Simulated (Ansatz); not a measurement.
Crystal: Ag.

```
Ag
1.0
     0.00000    2.04275    2.04275
     2.04275    0.00000    2.04275
     2.04275    2.04275    0.00000
Ag
1
Direct
  0.00000 0.00000 0.00000
```

- Program: Ansatz 0.2.0
- Task: relaxation of cell and atoms
- Functional: PBEsol
- Potentials or basis: Ansatz PAW
- Cutoff: 420 eV (not typed: the program's choice for these potentials)
- k mesh: 11 × 11 × 11
- Occupations: fermi-dirac, width 0.05 eV
- Spin: no spin polarisation

At the start: volume 17.05 Å³/atom.

Where does the relaxation end?

It ends after 5 steps and the volume is 16.61 Å³/atom (-2.6 %); space group Fm-3m (No. 225, to 0.05 Å).

Step by step:
```csv
step,energy change (eV),largest force (eV/Å),volume (Å³)
1,0.0000,0.0000,17.05
2,-0.0011,0.0000,16.24
3,-0.0042,0.0000,16.63
4,-0.0042,0.0000,16.61
5,-0.0041,0.0000,16.61
```

Final structure:
```yaml
crystal:
  lattice:
    - [0.00000, 2.02510, 2.02510]
    - [2.02510, 0.00000, 2.02510]
    - [2.02510, 2.02510, 0.00000]
  atoms:
    - { symbol: Ag, position: [0.00000, 0.00000, 0.00000] }
```

Caveat: the plane-wave basis is chosen anew once the cell has moved, so the energies of steps on either side of that aren't comparable; the PAW data sets come from PBE, with cores solved anew for the run's functional, which leaves a small shift of forces and pressure.
